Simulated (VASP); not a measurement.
Input of a VASP 6.6.1 run:

The input INCAR:

```
SYSTEM = As
PREC = Accurate ; ENCUT = 520
EDIFF = 1E-6 ; ISMEAR = 0
SIGMA = 0.04 ; LREAL = .False.
LASPH = .True. ; NELM = 100
ALGO = Fast ; ISIF = 2
LWAVE = .False. ; LCHARG = .True.
LDIPOL = .True. ; IDIPOL = 3
DIPOL = 0.5 0.5 0.635 ; GGA = PS
IVDW = 12 ; LELF = .True.
LVHAR = .True. ; LVACPOTAV = .True.
NBANDS = 24
```

File KPOINTS:

```
Automatic mesh
0
Gamma
  6 6 1
  0 0 0
```

The input POSCAR:

```
As
1.0
    6.1640629031      0.0000000000      0.0000000000
   -3.0820314516      5.3382350646      0.0000000000
    0.0000000000      0.0000000000     22.7200000000
As
6
Direct
    0.5000000000      0.3333330000      0.6050825828
    0.1608226662      0.6631521309      0.6049468380
    0.8295678915      0.9940414837      0.6049374586
    0.1650697871     -0.0013733065      0.6656587033
    0.8304990186      0.3283491425      0.6659076822
    0.4948225040      0.6635517514      0.6659293925
```

Potentials or basis: VASP PAW PBE potentials, release 64 (As).

The run is started by

```console
$ cat potpaw_PBE.64/As/POTCAR > POTCAR
$ mpirun -np 1 vasp_std > vasp.out
```

(1) What does it give for the ionisation potential of the upper face?

(2) What does it give for the largest force?

(3) Estimate the band gap on the k mesh.

(4) Estimate the dispersion energy per atom.

Results:

(1) 5.40 eV.

(2) 0.171 eV/Å.

(3) 1.52 eV.

(4) -0.159 eV.

Caveat: the PAW data sets were made with another functional, which shifts forces and pressure a little.
